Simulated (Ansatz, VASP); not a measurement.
# TaSeS (TaSSe, 1T) in two plane-wave programs

Wanted: the spread between two codes on one cell, functional and k mesh. The cell is invented: As first built, before any earlier steps moved the atoms or strained the cell (in the runner's words): 3x3x1 conventional cells of the TaS2 type (27 atoms: 9 S, 9 Se, 9 Ta); S/Se share their sites, the best of 600 random draws by like-pair counts in two shells; start lattice by linear mixing of the end members' cells; atoms moved at random by 0.02 A. It may not be a known or stable phase. Of the first pair: The structure shown is the start of the Ansatz relaxation below; VASP solves that cell, so the two are compared at the walk's first step.

Program: Ansatz 0.2.0. Level of theory: plane waves, with VASP 6.6.1 beside it; PBE. Results are calculated unless marked as measured.

**1. Starting point**

The cell holds 27 atoms: 9 S, 9 Se and 9 Ta. Its edges and angles: a = 10.367 Å, b = 10.393 Å, c = 6.759 Å, α = 89.7°, β = 90.2°, γ = 120.2°. It derives from TaS2 (TaS2 type, space group 164), repeated 3×3×1. As first built, before any earlier steps moved the atoms or strained the cell (in the runner's words): 3x3x1 conventional cells of the TaS2 type (27 atoms: 9 S, 9 Se, 9 Ta); S/Se share their sites, the best of 600 random draws by like-pair counts in two shells; start lattice by linear mixing of the end members' cells; atoms moved at random by 0.02 A.

**2. Ansatz: relaxation, PBE**

Ansatz runs on PAW files that the input asks for by source.

The two programs are compared at the cell with which this relaxation starts, whose forces are those of its first step.

File input.yaml:

```yaml
crystal:
  lattice:
    - [10.36729, -0.02867, -0.02093]
    - [-5.20848, 8.9939, 0.02575]
    - [-0.01267, 0.01068, 6.7586]
  atoms:
    - { symbol: S, position: [0.10835, 0.21848, 0.22495] }
    - { symbol: S, position: [0.11549, 0.55238, 0.20866] }
    - { symbol: S, position: [0.2183, 0.44998, 0.79123] }
    - { symbol: S, position: [0.11447, 0.89542, 0.20084] }
    - { symbol: S, position: [0.55852, 0.1087, 0.7666] }
    - { symbol: S, position: [0.44768, 0.88891, 0.23992] }
    - { symbol: S, position: [0.5564, 0.78412, 0.76481] }
    - { symbol: S, position: [0.88303, 0.11074, 0.76449] }
    - { symbol: S, position: [0.77895, 0.8923, 0.23845] }
    - { symbol: Se, position: [0.22101, 0.10855, 0.76416] }
    - { symbol: Se, position: [0.22659, 0.77948, 0.74563] }
    - { symbol: Se, position: [0.44173, 0.21944, 0.24201] }
    - { symbol: Se, position: [0.44368, 0.55629, 0.2483] }
    - { symbol: Se, position: [0.55918, 0.44668, 0.77763] }
    - { symbol: Se, position: [0.78013, 0.21761, 0.26958] }
    - { symbol: Se, position: [0.77781, 0.55601, 0.22777] }
    - { symbol: Se, position: [0.88864, 0.44286, 0.75703] }
    - { symbol: Se, position: [0.88746, 0.77896, 0.75792] }
    - { symbol: Ta, position: [0.98054, 0.00423, 0.99797] }
    - { symbol: Ta, position: [0.98364, 0.3134, 0.00221] }
    - { symbol: Ta, position: [0.01159, 0.66978, 0.0094] }
    - { symbol: Ta, position: [0.35341, 0.99576, 0.0012] }
    - { symbol: Ta, position: [0.32163, 0.33318, 0.99145] }
    - { symbol: Ta, position: [0.352, 0.68793, 0.00171] }
    - { symbol: Ta, position: [0.66698, 9.0e-05, 0.00423] }
    - { symbol: Ta, position: [0.66884, 0.30951, 0.00533] }
    - { symbol: Ta, position: [0.66504, 0.69141, 0.00154] }
kpoints:
  mp_grid: { grid: [3, 3, 4] }
hamiltonian:
  xc: pbe
  pseudopotentials: { kind: paw, source: ansatz }
scf:
  occupations: { method: methfessel_paxton, width: 0.15 }
output:
  forces: true
  stress: true
relax:
  f_tol: 0.02
  max_steps: 15
  cell: { stress_tol: 0.1 }
basis: {}
```

Command:

```sh
$ ansatz run input.yaml --threads 8 --pin off --max-ram 15360MiB --backend cpu --events-out ev --progress --plain --runs-dir out
```

Numbers of over 12 decimals in the logs are rounded to 6 here.

What it wrote:

```text
The last accepted step is kept in <dir> (removed where the run ends without a failure and the disk answers)
Engine: ansatz 0.2.0, aarch64-unknown-linux-gnu
Pseudopotentials: kind: paw
Pseudopotential: S, paw, valence charge 6, recommended cutoff 510 eV (normal), S.paw.azcp
Pseudopotential: Se, paw, valence charge 16, recommended cutoff 580 eV (normal), Se.paw.azcp
Pseudopotential: Ta, paw, valence charge 27, recommended cutoff 520 eV (normal), Ta.paw.azcp
Functional definition: PBE
  parameter kappa = 0.804
  parameter beta = 0.066725
  exchange = pbe_x(kappa = kappa, mu = beta*pi^2/3)
  correlation = pbe_c(beta = beta)
Crystal: 27 atoms, lattice volume = 629.175 Å³
Basis set: ecut = 580 eV, 20011 PW (Γ), exchange–correlation on 192×192×120 points (8 copies of the dense FFT grid, shifted against one another)
Bands: 265, of which v1, the nominal top of the filled ones, is band 221 counted from 1 (220 counted from 0)
Symmetry: 1 space group operations
Space group: P1 (ITA 1), of the structure as read, at distance tolerance 8.6e-5 Å
k-points: 19 of 36 (time reversal used)
Non-local potential: S, projectors of the file, l = 0: 2, l = 1: 2, l = 2: 2
Non-local potential: Se, projectors of the file, l = 0: 2, l = 1: 2, l = 2: 3, l = 3: 1
Non-local potential: Ta, projectors of the file, l = 0: 3, l = 1: 3, l = 2: 2, l = 3: 3
PAW form: soft (Blöchl's): semilocal exchange-correlation on the pseudo side does not see the compensation charge
PAW one-centre angular grid: S, 110 points (default); XC on 64 Gauss nodes
PAW one-centre angular grid: Se, 590 points (default); XC on 64 Gauss nodes
PAW one-centre angular grid: Ta, 590 points (default); XC on 96 Gauss nodes
Initial density: superposition of atomic densities (chi_scale 0.1, normalization cell, long waves kept (reshape's long-wave potential 0.38 eV rms))
Initial wavefunctions: pseudopotential atomic-orbital guess
Functional: x = pbe(κ = 0.804, μ = 0.219515), c = pbe(β = 0.066725)
SCF iter   1: F=—  HF=-208470.316301 eV  |F-HF|=—  |Δ(HF+E_count)|=         —  Δρ=1.46e-1  dr2=6.17e2  ethr=3.10e-3  ⟨swp⟩=7.0  Hψ=19032  notcnv=0  defer=36
preconditioner: auto → LDOS  [metal: Δε(μ)=0.018 eV  Ē_g=16.907 eV  σ=0.150 eV  W_gap=0.10  n_scr=166 (ndim 8)  ℏωp=24.7 eV  f_vac=0.142  D(μ)=19.56/eV (n_scr^D=148)  β→1.0]
SCF iter   2: F=—  HF=-208410.051316 eV  |F-HF|=—  |Δ(HF+E_count)|=    6.03e1  S|Δr|=    0.00e0  Δρ=7.34e-2  dr2=3.62e1  ethr=3.10e-3  ⟨swp⟩=4.7  Hψ=11997  notcnv=0  defer=589
SCF iter   3: F=—  HF=-208402.488795 eV  |F-HF|=—  |Δ(HF+E_count)|=    7.56e0  S|Δr|=    0.00e0  Δρ=2.71e-2  dr2=1.42e1  ethr=3.10e-3  ⟨swp⟩=3.3  Hψ=10455  notcnv=0  defer=589
SCF iter   4: F=—  HF=-208400.032770 eV  |F-HF|=—  |Δ(HF+E_count)|=    2.46e0  S|Δr|=    0.00e0  Δρ=9.43e-3  dr2=1.19e0  ethr=3.10e-3  ⟨swp⟩=3.8  Hψ=9094  notcnv=0  defer=589
SCF iter   5: F=—  HF=-208399.792917 eV  |F-HF|=—  |Δ(HF+E_count)|=   2.40e-1  S|Δr|=    0.00e0  Δρ=3.35e-3  dr2=1.15e-1  ethr=2.71e-4  ⟨swp⟩=2.0  Hψ=8698  notcnv=0  defer=589
SCF iter   6: F=—  HF=-208399.784295 eV  |F-HF|=—  |Δ(HF+E_count)|=   8.62e-3  S|Δr|=    0.00e0  Δρ=1.41e-3  dr2=2.63e-2  ethr=2.62e-5  ⟨swp⟩=2.0  Hψ=8661  notcnv=0  defer=589
SCF iter   7: F=—  HF=-208399.781308 eV  |F-HF|=—  |Δ(HF+E_count)|=   2.99e-3  S|Δr|=    0.00e0  Δρ=4.00e-4  dr2=8.81e-4  ethr=5.96e-6  ⟨swp⟩=2.0  Hψ=8512  notcnv=0  defer=589
SCF iter   8: F=—  HF=-208399.780961 eV  |F-HF|=—  |Δ(HF+E_count)|=   3.47e-4  S|Δr|=    0.00e0  Δρ=1.59e-4  dr2=1.47e-4  ethr=2.00e-7  ⟨swp⟩=2.0  Hψ=8653  notcnv=0  defer=589
SCF iter   9: F=—  HF=-208399.780979 eV  |F-HF|=—  |Δ(HF+E_count)|=   1.83e-5  S|Δr|=    0.00e0  Δρ=4.91e-5  dr2=1.47e-5  ethr=3.34e-8  ⟨swp⟩=2.0  Hψ=8497  notcnv=0  defer=589
SCF iter  10: F=—  HF=-208399.781895 eV  |F-HF|=—  |Δ(HF+E_count)|=   9.16e-4  S|Δr|=    0.00e0  Δρ=1.48e-5  dr2=1.60e-6  ethr=3.34e-9  ⟨swp⟩=2.1  Hψ=9104  notcnv=0  defer=596
SCF iter  11: F=—  HF=-208399.781895 eV  |F-HF|=—  |Δ(HF+E_count)|=   1.00e-7  S|Δr|=    0.00e0  Δρ=5.14e-6  dr2=1.86e-7  ethr=3.63e-10  ⟨swp⟩=2.0  Hψ=8627  notcnv=0  defer=596
SCF iter  12: F=-208399.781895 eV  HF=-208399.781895 eV  |F-HF|=2.07e-8  |Δ(HF+E_count)|=   2.85e-9  S|Δr|=    0.00e0  Δρ=2.11e-6  dr2=3.00e-8  ethr=2.27e-11  ⟨swp⟩=4.0  Hψ=14973  notcnv=0
SCF 1 converged in 12 iterations: F = -208399.781895 eV  dr2 = 3.00e-8
  greatest PAW one-centre occupation: 0.997 electrons in one spin orbital (limit 2), on the Ta atom at site 20 (counted from 0), in its partial waves of l = 3
relax step   1: F+E_penalty+E_count = -208399.78189529 eV  Δ(F+E_penalty+E_count) = +0.000e0 eV  max|allowed force component| = 2.058e-2 eV/Å  Δτ_max = 0.0000 Å  P = +0.076 GPa  Ω = 629.175 Å³  (12 SCF iters, dr2 threshold 1.00e-7 eV, accepted)
[...]
relax step   3: F+E_penalty+E_count = -208399.78284990 eV  Δ(F+E_penalty+E_count) = -8.489e-4 eV  max|allowed force component| = 1.051e-2 eV/Å  Δτ_max = 0.0049 Å  P = -0.018 GPa  Ω = 631.691 Å³  energy of the carried Pulay correction = -7.957e-5 eV  (7 SCF iters, dr2 threshold 7.91e-8 eV, accepted)
[...]
relax step   4: F+E_penalty+E_count = -208399.78292307 eV  Δ(F+E_penalty+E_count) = -7.317e-5 eV  max|allowed force component| = 1.051e-2 eV/Å  Δτ_max = 0.0000 Å  P = -0.017 GPa  Ω = 631.691 Å³  stress off target by 2.84e-2 GPa  SCF on the basis re-selected at this cell (its energy is not comparable with the rows above)  (6 SCF iters)
basis re-selected at this cell: Δ(F+E_penalty+E_count) = -7.317e-5 eV, ΔP = +0.000 GPa vs the last step (what re-selecting the basis moved, of the pressure what is left beyond the Pulay correction that the steps carried, after the strain that the cell walked since its last selection, with what the two solves' SCF thresholds leave and, on support functions, any second-order correction that the steps lacked; it is no m [...]
SCF converged after 6 iterations
Stability not checked: this state was not tested for a lower state beside it, because cold or Methfessel-Paxton smearing, or corrected tetrahedra, fill the levels in a way that the test cannot read (fill_not_monotonic; see scf.lower_state_search)
Free energy (F): -208399.782923 eV
Harris-Foulkes:  -208399.782923 eV  (|F-HF|=1.11e-9)
Internal energy: -208399.776344 eV  (E = F + TS)
E sigma→0 (E₀):  -208399.781278 eV
Entropy (-TS):   -0.006579 eV (-0.244 meV/atom)
Fermi energy:    10.452312 eV
Step filling:    the computed levels leave a gap of 0.0086 eV = 0.1 smearing widths at the electron count; against every level under it full and every level over it empty, smearing changes F+E_penalty+E_count by -5.489 meV and its σ→0 estimate by -3.844 meV
--- Per-component energies (eV) ---
  E_band       = -6251.212339
  E_kinetic    = 7113.515337
  E_local      = -148189.618020  (includes V_loc(G=0)·N_el)
  E_nonlocal   = 17014.388419
  E_hartree    = 56021.578989
  E_xc         = -7541.697791
  E_vxc        = -4412.252100  (∫ρ·V_xc dr)
  E_paw        = -86067.587706  (= ΣΔE_a)
  E_vpaw       = 10179.597285  (= ΣTr[D̂ρ^β])
  E_aug_tail   = -0.000732  (compensation charges beyond the density's cutoff)
  E_ewald      = -46750.354841
  E_smearing   = -0.006579  (= −TS)
  E_closure    = -0.000000  (closes the sum)
  Σ components = -208399.782923   (vs F -208399.782923, Δ=0.00e0)
--- Forces (eV/Å), atoms counted from 1 ---
  atom   1  S      0.00112987    -0.00058972    -0.00511296
  atom   2  S     -0.00436486     0.00422753    -0.00707517
  atom   3  S      0.00685550    -0.00375101     0.00589644
  atom   4  S     -0.00358777     0.00100211    -0.00529521
  atom   5  S      0.00089866    -0.00086037     0.00531338
  atom   6  S     -0.00056868    -0.00330251    -0.00624038
  atom   7  S      0.00185719    -0.00155716     0.00569152
  atom   8  S      0.00214475     0.00031149     0.00446274
  atom   9  S     -0.00096114     0.00104847    -0.00581130
  atom  10  Se     0.00115197     0.00510191     0.01051156
  atom  11  Se     0.00301125    -0.00354486     0.00834250
  atom  12  Se    -0.00217225    -0.00057526    -0.00961109
  atom  13  Se    -0.00318683    -0.00224883    -0.00789567
  atom  14  Se    -0.00576724     0.00063900     0.00671126
  atom  15  Se    -0.00156408     0.00102128    -0.00618612
  atom  16  Se     0.00329964    -0.00091713    -0.00522087
  atom  17  Se     0.00263232    -0.00023010     0.00710949
  atom  18  Se    -0.00160155    -0.00179643     0.00828701
  atom  19  Ta     0.00156509     0.00052798    -0.00251464
  atom  20  Ta    -0.00210595    -0.00158676     0.00007548
  atom  21  Ta     0.00253159    -0.00173600     0.00307361
  atom  22  Ta    -0.00178064     0.00010356     0.00040250
  atom  23  Ta     0.00012372     0.00085315    -0.00727640
  atom  24  Ta     0.00239711     0.00292122     0.00150246
  atom  25  Ta    -0.00119411     0.00341700     0.00138023
  atom  26  Ta     0.00145889     0.00177672     0.00127781
  atom  27  Ta    -0.00220227    -0.00025677    -0.00180268
  max |Σ_I F_I| component: 4.50e-6 eV/Å
--- Stress (GPa, compression-positive) ---
       -0.012108      -0.002706       0.002600
       -0.002706      -0.027921      -0.000120
        0.002600      -0.000120      -0.012393
  P = ⅓ Tr σ = -0.0175 GPa (-0.175 kbar)
--- Relaxed structure (3 steps of the walk, 3 accepted, 1 SCFs on fresh bases) ---
  F+E_penalty+E_count = -208399.78292307 eV   max|allowed force component| = 1.051e-2 eV/Å   (the final SCF, on the basis selected at the relaxed cell)
  cell:  # Å, volume = 631.6906 Å³
    - [10.364108, -0.027766, -0.015899]
    - [-5.206087, 8.995424, 0.022068]
    - [-0.00933252, 0.00976554, 6.786200]
  atoms:
    - { symbol: S, position: [0.108201, 0.218468, 0.224116] }
    - { symbol: S, position: [0.115399, 0.552196, 0.208105] }
    - { symbol: S, position: [0.218286, 0.450131, 0.791987] }
    - { symbol: S, position: [0.114388, 0.895335, 0.200291] }
    - { symbol: S, position: [0.558711, 0.108725, 0.767362] }
    - { symbol: S, position: [0.447525, 0.889102, 0.239327] }
    - { symbol: S, position: [0.556457, 0.784100, 0.765375] }
    - { symbol: S, position: [0.883091, 0.110618, 0.765207] }
    - { symbol: S, position: [0.778786, 0.892171, 0.237600] }
    - { symbol: Se, position: [0.221074, 0.108412, 0.764713] }
    - { symbol: Se, position: [0.226683, 0.779625, 0.746578] }
    - { symbol: Se, position: [0.441620, 0.219547, 0.241293] }
    - { symbol: Se, position: [0.443694, 0.556421, 0.247365] }
    - { symbol: Se, position: [0.559474, 0.446584, 0.778339] }
    - { symbol: Se, position: [0.780003, 0.217545, 0.268901] }
    - { symbol: Se, position: [0.777566, 0.556046, 0.226925] }
    - { symbol: Se, position: [0.888697, 0.442824, 0.757810] }
    - { symbol: Se, position: [0.887754, 0.778986, 0.758709] }
    - { symbol: Ta, position: [0.980535, 0.00423582, 0.997963] }
    - { symbol: Ta, position: [0.983441, 0.313209, 0.00217885] }
    - { symbol: Ta, position: [0.011622, 0.669643, 0.0096114] }
    - { symbol: Ta, position: [0.353547, 0.995993, 0.0012542] }
    - { symbol: Ta, position: [0.321548, 0.333208, 0.991170] }
    - { symbol: Ta, position: [0.352116, 0.688187, 0.00185282] }
    - { symbol: Ta, position: [0.666937, 3.1974687281926475e-5, 0.00423714] }
    - { symbol: Ta, position: [0.668911, 0.309347, 0.00538978] }
    - { symbol: Ta, position: [0.665022, 0.691509, 0.00135893] }
```

Reading the cycles: dr2 is the Hartree energy of the density residual (eV), the measure of convergence; HF is the Harris–Foulkes estimate of the energy, which meets the free energy F at convergence.

(Part 1 of 3 ends here.)

[Lines on the potential files, build, host, timing and source positions are cut from VASP's logs without a mark.]

[Logs are printed without paths, hosts, clocks, repeated set-up lines and the standing remarks that a program may print on its own settings, such as how far it seeks lower states.]

[Hosts, paths, dates, database ids (printed as entryN), source tags and the programs' standing remarks are cut or masked in the printed files.]
